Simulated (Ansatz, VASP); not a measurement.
**One calculation of CaO, two programs**

File POSCAR:

```
CaO
1.0
    2.9032089648      0.0750479517      0.0000000000
    0.0750479517      2.9032089648      0.0000000000
    0.0000000000      0.0000000000      2.9032089648
Ca O
1 1
Direct
    0.0000000000      0.0000000000      0.0000000000
    0.5000000000      0.5000000000      0.5000000000
```

File INCAR.step1:

```
PREC = Accurate ; ENCUT = 520
ISMEAR = 0 ; SIGMA = 0.01
LREAL = False ; LASPH = True
NELM = 100 ; NBANDS = 15
GGA = PE ; ALGO = Normal
EDIFF = 1E-4 ; LWAVE = True
LCHARG = False
```

File INCAR.step2:

```
PREC = Accurate ; ENCUT = 520
EDIFF = 1E-6 ; ISMEAR = 0
SIGMA = 0.01 ; LREAL = False
LASPH = True ; NELM = 100
ALGO = Normal ; ISIF = 2
LWAVE = False ; LCHARG = False
METAGGA = R2SCAN ; LMIXTAU = True
NBANDS = 15 ; ISTART = 1
```

KPOINTS

```
regular mesh
0
Gamma
  8 8 8
```

Input for Ansatz:

```yaml
crystal:
  lattice:
    - [2.9032089648, 0.0750479517, 0.0]
    - [0.0750479517, 2.9032089648, 0.0]
    - [0.0, 0.0, 2.9032089648]
  atoms:
    - { symbol: Ca, position: [0.0, 0.0, 0.0] }
    - { symbol: O, position: [0.5, 0.5, 0.5] }
kpoints:
  mp_grid: { grid: [8, 8, 8] }
  band_path:
    path: [[0.0, 0.0, 0.0], [0.0, 0.5, 0.0], [0.5, 0.5, 0.0], [0.5, 0.5, 0.5]]
    npoints: 1
hamiltonian:
  xc: r2scan
scf:
  occupations: { method: fixed }
  n_extra_bands: 4
output:
  forces: true
  stress: true
  eigenvalues: true
```

Change from the starting cell: shear_xy strain +5.2%.

Alike in both runs: task single point; functional r2SCAN; k mesh 8 × 8 × 8; no spin polarisation.

```csv
,VASP,Ansatz
version,VASP 6.6.1,Ansatz 0.2.0
potentials or method,"VASP PAW PBE potentials, release 64 (Ca_sv, O)","plane waves, PAW"
plane-wave cutoff (eV),520,500
occupations,"gaussian, width 0.01 eV",fixed
valence electrons in the cell,16,16
```

Ansatz gave:

* gap on the k mesh at the Fermi level (eV): 3.29
* pressure (GPa): 0.3
* largest component of the traceless stress (GPa): 0.24

Problem. What did VASP give for the same quantities?

Solution. gap on the k mesh at the Fermi level (eV): 3.29; pressure (GPa): 1.4; largest component of the traceless stress (GPa): 0.06.

Caveats: the PAW data sets were made with another functional, which shifts forces and pressure a little (VASP). A k mesh can miss the band edges.
